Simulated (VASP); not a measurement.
# Sb (P2_1/m) in VASP: notebook, part 2 of 3

VASP 6.6.1. Earlier steps stand in the parts before.

## Step 3: Electron localisation function, PBE

Input file INCAR:

```
SYSTEM = Sb
  PREC = Accurate
  ENCUT = 520
  EDIFF = 1E-6
  ISMEAR = 0
  SIGMA = 0.02
  LREAL = .False.
  LASPH = .True.
  NELM = 100
  ALGO = Normal
  ISIF = 2
  LWAVE = .False.
  LCHARG = .True.
  GGA = PE
  LELF = .True.
```

Input file KPOINTS:

```
Automatic mesh
0
Gamma
  9 6 6
  0 0 0
```

Input file POSCAR:

```
Sb
1.0
    3.1224020000      0.0000000000      0.0000000000
    0.0000000000      4.3475180000      0.0000000000
   -0.0389150000      0.0000000000      4.4058520000
Sb
2
Direct
    0.0113890000      0.2500000000      0.2411660000
    0.9886110000      0.7500000000      0.7588340000
```

Potentials or basis: VASP PAW PBE potentials, release 64 (Sb).

Started as:

```
cat potpaw_PBE.64/Sb/POTCAR > POTCAR
mpirun -np 1 vasp_std > vasp.out
```

OUTCAR:

```text
SYSTEM = Sb
   PREC = Accurate
   ENCUT = 520
   EDIFF = 1E-6
   ISMEAR = 0
   LREAL = .False.
   LASPH = .True.
   NELM = 100
   ISIF = 2
   GGA = PE

 ion  position               nearest neighbor table
   1  0.011  0.250  0.241-   2 3.04   2 3.04   2 3.15   2 3.15
   2  0.989  0.750  0.759-   1 3.04   1 3.04   1 3.15   1 3.15

  LATTYP: Found a simple monoclinic cell.
 ALAT       =     3.1224020000
 B/A-ratio  =     1.3923633152
 C/A-ratio  =     1.4111007668
 COS(beta)  =    -0.0088322263

  Lattice vectors:

 A1 = (   3.1224020000,   0.0000000000,   0.0000000000)
 A2 = (   0.0000000000,   4.3475180000,   0.0000000000)
 A3 = (  -0.0389150000,   0.0000000000,   4.4058520000)

Analysis of symmetry for initial positions (statically):
=====================================================================
 Subroutine PRICEL returns:
 Original cell was already a primitive cell.

 Routine SETGRP: Setting up the symmetry group for a
 simple monoclinic supercell.

 Subroutine GETGRP returns: Found  4 space group operations
 (whereof  2 operations were pure point group operations)
 out of a pool of  4 trial point group operations.

The static configuration has the point symmetry S_2 .
 The point group associated with its full space group is C_2h.

Analysis of symmetry for dynamics (positions and initial velocities):
=====================================================================
 Subroutine PRICEL returns:
 Original cell was already a primitive cell.

 Routine SETGRP: Setting up the symmetry group for a
 simple monoclinic supercell.

 Subroutine GETGRP returns: Found  4 space group operations
 (whereof  2 operations were pure point group operations)
 out of a pool of  4 trial point group operations.

The dynamic configuration has the point symmetry S_2 .
 The point group associated with its full space group is C_2h.

 Subroutine INISYM returns: Found  4 space group operations
 (whereof  2 operations are pure point group operations),
 and found     1 'primitive' translations

[... 123 lines left out ...]
   LEPSILON=     F    determine dielectric tensor
   LRPA    =     F    only Hartree local field effects (RPA)
 non-spin polarized calculation
 Gauss-broadening in eV      SIGMA  =   0.02
  energy-cutoff  :      520.00
  volume of cell :       59.81
 maximum number of plane-waves:      1642
   NGX = 11   NGY = 17   NGZ = 17

 number of electron      10.0000000 magnetization

 number of electron       9.9999999 magnetization

 Free energy of the ion-electron system (eV)
  ---------------------------------------------------
  ext. energy  EPLUGINS =         0.00000000
  ---------------------------------------------------
  free energy    TOTEN  =        -8.16308078 eV

  energy without entropy =       -8.16261653  energy(sigma->0) =       -8.16284865

 E-fermi :   7.2570     XC(G=0):  -9.6150

 val. band max:        7.2538946968   @ k =  -0.1111   0.3333   0.1667
 cond. band min:       7.2573053769   @ k =  -0.3333   0.0000   0.1667
 fundamental gap:      0.0034106801
 Fermi energy:         7.2569844556

 k-point     1 :       0.0000    0.0000    0.0000
  band No.  band energies     occupation
      1      -5.2752      2.00000
      2      -0.2123      2.00000
      3       3.5310      2.00000
      4       3.6627      2.00000
      5       9.2353      0.00000
      6      10.1970      0.00000
      7      10.4250      0.00000
      8      10.5579      0.00000
      9      13.7961      0.00000
[... 265 lines left out ...]
 k-point    24 :       0.3333    0.0000    0.1667
  band No.  band energies     occupation
      1      -3.6152      2.00000
      2       0.5973      2.00000
      3       3.5212      2.00000
      4       5.1655      2.00000
      5       5.3612      2.00000
      6       7.3233      0.00000
      7      10.5229      0.00000
      8      10.7174      0.00000
      9      11.6236      0.00000

 [... further k-points ...]

------------------------ aborting loop because EDIFF is reached ----------------------------------------

  FORCE on cell =-STRESS in cart. coord.  units (eV):
  Direction    XX          YY          ZZ          XY          YZ          ZX
  --------------------------------------------------------------------------------------
  -------------------------------------------------------------------------------------
  Total        0.2140068     -0.0112063      0.1944247      0.0000000      0.0000000      0.0053593
  in kB        5.7329478     -0.3002016      5.2083705      0.0000000      0.0000000      0.1435677
  external PRESSURE =       3.5470389 kB  Pullay stress =       0.0000000 kB

 VOLUME and BASIS-vectors are now :
 -----------------------------------------------------------------------------
  energy-cutoff  :      520.00
  volume of cell :       59.81
      direct lattice vectors                 reciprocal lattice vectors
     3.122402000  0.000000000  0.000000000     0.320266257  0.000000000  0.002828774
     0.000000000  4.347518000  0.000000000     0.000000000  0.230016299  0.000000000
    -0.038915000  0.000000000  4.405852000     0.000000000  0.000000000  0.226970856

 POSITION                                       TOTAL-FORCE (eV/Angst)
 -----------------------------------------------------------------------------------
      0.02618      1.08688      1.06254        -0.028406      0.000000      0.054296
      3.05731      3.26064      3.34331         0.028406     -0.000000     -0.054296
 -----------------------------------------------------------------------------------
    total drift:                               -0.000000      0.000000      0.000000

  FREE ENERGIE OF THE ION-ELECTRON SYSTEM (eV)
  ---------------------------------------------------
  free  energy   TOTEN  =        -8.1630807814 eV

  energy  without entropy=       -8.1626165251  energy(sigma->0) =       -8.16284865
```

OSZICAR:

```text
N       E                     dE             d eps       ncg     rms          rms(c)
DAV:   1     0.343093252417E+02    0.34309E+02   -0.35815E+03  2016   0.868E+02
DAV:   2    -0.680038223606E+01   -0.41110E+02   -0.40303E+02  2921   0.121E+02
DAV:   3    -0.814157120358E+01   -0.13412E+01   -0.13093E+01  2373   0.263E+01
DAV:   4    -0.815502894995E+01   -0.13458E-01   -0.13414E-01  2591   0.295E+00
DAV:   5    -0.815511994814E+01   -0.90998E-04   -0.90988E-04  2366   0.241E-01    0.273E+00
DAV:   6    -0.815976763937E+01   -0.46477E-02   -0.15113E-03  2250   0.341E-01    0.162E+00
DAV:   7    -0.816294865317E+01   -0.31810E-02   -0.35283E-03  2119   0.511E-01    0.853E-02
DAV:   8    -0.816307288330E+01   -0.12423E-03   -0.15303E-04  2359   0.102E-01    0.990E-03
DAV:   9    -0.816308009298E+01   -0.72097E-05   -0.73057E-06  2464   0.215E-02    0.340E-03
DAV:  10    -0.816308078139E+01   -0.68841E-06   -0.16007E-06  1911   0.851E-03
   1 F= -.81630808E+01 E0= -.81628487E+01  d E =-.464256E-03
```

stdout:

```text
POSCAR found type information on POSCAR Sb
 POSCAR found :  1 types and       2 ions
 scaLAPACK will be used
 LDA part: xc-table for (Slater+PW92), standard interpolation
 POSCAR, INCAR and KPOINTS ok, starting setup
 FFT: planning ... GRIDC
 FFT: planning ... GRID_SOFT
 FFT: planning ... GRID
 WAVECAR not read
 entering main loop
```

It took 18 s on 1 thread of Intel Xeon Platinum 8488C (Sapphire Rapids), shared host; peak memory 0.2 GiB.

Results:

| Quantity | Value |
| --- | --- |
| Free energy | -8.1631 eV |
| Pressure | 0.4 GPa |
| Largest force | 0.061 eV/Å |
| Band gap on the k mesh | none (metal or under the smearing width) |

Forces in eV/Å, atoms in the order of the input:
```
Sb  -0.028  0.000  0.054
Sb   0.028  0.000 -0.054
```

Spin-orbit coupling is left out, which matters for the levels of Sb.

[end of part 2 of 3]
